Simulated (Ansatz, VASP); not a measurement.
## One calculation of Sb, two programs

```
Sb
1.0
     3.16000    0.03160    0.03160
     0.03160    3.16000    0.03160
     0.03160    0.03160    3.16000
Sb
1
Direct
  0.00000 0.00000 0.00000
```

Change from the starting cell: equal xy, yz and zx shear strains of +2 %.

Alike in both runs: task single point; functional PBE; k mesh 13 × 13 × 13; occupations fermi-dirac, width 0.05 eV; no spin polarisation.

|  | VASP | Ansatz |
| --- | --- | --- |
| version | VASP 6.6.1 | Ansatz 0.2.0 |
| potentials or method | VASP PAW PBE potentials, release 64 (Sb), cutoff 520 eV | all-electron LAPW, scalar-relativistic |

```csv
,VASP,Ansatz,Ansatz less VASP
pressure (GPa),-2.5,-2.5,+0.05
largest component of the traceless stress (GPa),0.33,0.33,0.000
```

Ansatz ran all-electron here, so the differences hold the error of VASP's frozen core and of both bases.

The runs have no spin-orbit coupling, so splittings on Sb are missing.
